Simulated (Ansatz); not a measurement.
**A Si vacancy next to a Si vacancy in diamond Si, 62 atoms, charge −2**

All numbers come from Ansatz (PAW, plane waves, no spin–orbit coupling) at the single k point (¼, ¼, ¼) without its symmetry partners. The atoms were relaxed with PBEsol in a fixed cell; other functionals are single points on those atoms unless said otherwise. The valence top and gap of the host come from its small cell on a dense mesh, with the band extrema sought between the mesh points, lined up by the mean potential, PBEsol gap 0.46 eV, r²SCAN gap 0.76 eV. The charge correction uses an assumed dielectric constant of 11.7.

Relaxed structure:

```yaml
crystal:
  lattice:
    - [10.86558, 0.00000, 0.00000]
    - [0.00000, 10.86558, 0.00000]
    - [0.00000, 0.00000, 10.86558]
  atoms:
    - { symbol: Si, position: [0.99994, 0.99971, 0.99992] }
    - { symbol: Si, position: [0.99838, 0.99972, 0.50112] }
    - { symbol: Si, position: [0.99894, 0.50105, 0.99869] }
    - { symbol: Si, position: [0.99899, 0.49983, 0.49997] }
    - { symbol: Si, position: [0.50127, 0.99974, 0.99838] }
    - { symbol: Si, position: [0.50023, 0.99896, 0.50022] }
    - { symbol: Si, position: [0.49996, 0.49983, 0.99905] }
    - { symbol: Si, position: [0.12515, 0.12522, 0.12514] }
    - { symbol: Si, position: [0.12672, 0.12613, 0.62394] }
    - { symbol: Si, position: [0.12569, 0.62388, 0.12556] }
    - { symbol: Si, position: [0.12635, 0.62443, 0.62496] }
    - { symbol: Si, position: [0.62394, 0.12617, 0.12685] }
    - { symbol: Si, position: [0.62526, 0.12590, 0.62516] }
    - { symbol: Si, position: [0.62535, 0.62467, 0.12572] }
    - { symbol: Si, position: [0.25051, 0.25078, 0.99944] }
    - { symbol: Si, position: [0.25490, 0.25421, 0.50350] }
    - { symbol: Si, position: [0.25191, 0.74865, 0.99843] }
    - { symbol: Si, position: [0.25409, 0.74669, 0.49900] }
    - { symbol: Si, position: [0.74897, 0.25144, 0.99920] }
    - { symbol: Si, position: [0.74379, 0.25636, 0.49822] }
    - { symbol: Si, position: [0.74954, 0.74961, 0.99864] }
    - { symbol: Si, position: [0.73755, 0.73628, 0.51471] }
    - { symbol: Si, position: [0.37591, 0.37487, 0.12625] }
    - { symbol: Si, position: [0.39100, 0.38905, 0.60798] }
    - { symbol: Si, position: [0.37605, 0.87412, 0.12516] }
    - { symbol: Si, position: [0.38075, 0.86924, 0.62696] }
    - { symbol: Si, position: [0.87300, 0.37633, 0.12663] }
    - { symbol: Si, position: [0.87015, 0.37923, 0.62646] }
    - { symbol: Si, position: [0.87441, 0.87420, 0.12546] }
    - { symbol: Si, position: [0.87132, 0.87092, 0.62187] }
    - { symbol: Si, position: [0.25065, 0.99984, 0.25048] }
    - { symbol: Si, position: [0.25212, 0.99837, 0.74891] }
    - { symbol: Si, position: [0.25272, 0.50157, 0.25261] }
    - { symbol: Si, position: [0.25677, 0.49782, 0.74393] }
    - { symbol: Si, position: [0.74903, 0.99852, 0.25215] }
    - { symbol: Si, position: [0.74986, 0.99835, 0.74952] }
    - { symbol: Si, position: [0.74419, 0.49806, 0.25622] }
    - { symbol: Si, position: [0.73872, 0.51314, 0.73900] }
    - { symbol: Si, position: [0.37550, 0.12618, 0.37561] }
    - { symbol: Si, position: [0.37609, 0.12679, 0.87277] }
    - { symbol: Si, position: [0.38365, 0.61540, 0.38240] }
    - { symbol: Si, position: [0.37971, 0.62597, 0.86950] }
    - { symbol: Si, position: [0.87256, 0.12720, 0.37619] }
    - { symbol: Si, position: [0.87452, 0.12512, 0.87450] }
    - { symbol: Si, position: [0.86952, 0.62604, 0.37963] }
    - { symbol: Si, position: [0.87155, 0.62267, 0.87125] }
    - { symbol: Si, position: [0.99967, 0.25086, 0.25065] }
    - { symbol: Si, position: [0.99910, 0.25145, 0.74889] }
    - { symbol: Si, position: [0.99859, 0.74863, 0.25183] }
    - { symbol: Si, position: [0.99906, 0.74935, 0.74917] }
    - { symbol: Si, position: [0.50321, 0.25422, 0.25487] }
    - { symbol: Si, position: [0.49827, 0.25560, 0.74447] }
    - { symbol: Si, position: [0.49944, 0.74717, 0.25329] }
    - { symbol: Si, position: [0.51490, 0.73635, 0.73771] }
    - { symbol: Si, position: [0.12643, 0.37500, 0.37608] }
    - { symbol: Si, position: [0.12677, 0.37636, 0.87262] }
    - { symbol: Si, position: [0.12548, 0.87397, 0.37592] }
    - { symbol: Si, position: [0.12543, 0.87416, 0.87431] }
    - { symbol: Si, position: [0.60741, 0.39003, 0.39018] }
    - { symbol: Si, position: [0.62640, 0.37899, 0.87034] }
    - { symbol: Si, position: [0.62702, 0.86939, 0.38060] }
    - { symbol: Si, position: [0.62213, 0.87121, 0.87110] }
```

Chemical potentials μ are those of reference phases of the elements at zero temperature by the same functional (the usual solids, diamond for C, grey Sn, and the molecules H2, N2, O2, F2, Cl2, Br2 and S8).

| functional | E(defect) − E(host) − Σ nμ + q·E_VBM (eV) | monopole (eV) | alignment (eV) | formation energy at E_F = VBM (eV) | moment (μB) | wall time, shared host |
| --- | --- | --- | --- | --- | --- | --- |
| PBEsol | 5.62 | 0.64 | 0.35 | 6.61 | 2.0 | 9.2 s on NVIDIA GB300 (relaxation) |
| r²SCAN | 6.15 | 0.64 | 0.36 | 7.15 | 2.0 (absolute 4.0) | 7.9 s on NVIDIA GB300 |

Q: How does the monopole term follow by hand for this cubic cell?

A: q²·α·e²/(4πε₀)/(2εL) with the Madelung constant α = 2.837 and e²/4πε₀ = 14.40 eV·Å: 4 × 2.837 × 14.40 / (2 × 11.7 × 10.866) = 0.64 eV.

r²SCAN one-electron levels near the gap (the ten most localised at most), from the host's valence top, not corrected for the charge's images:

```csv
level (eV),spin,filling,atoms sharing it,element of the atom with most weight
0.09,up,1.00,16.2,Si
0.16,up,1.00,10.3,Si
0.27,down,1.00,9.9,Si
0.29,up,1.00,20.7,spread
0.80,up,0.00,10.4,Si
0.82,down,0.00,9.8,Si
0.89,down,0.00,10.8,Si
0.94,down,0.00,14.7,Si
1.01,up,0.00,60.8,spread
1.02,down,0.00,60.7,spread
```

One k point and a cell of this size can leave errors of several tenths of an eV in such numbers.
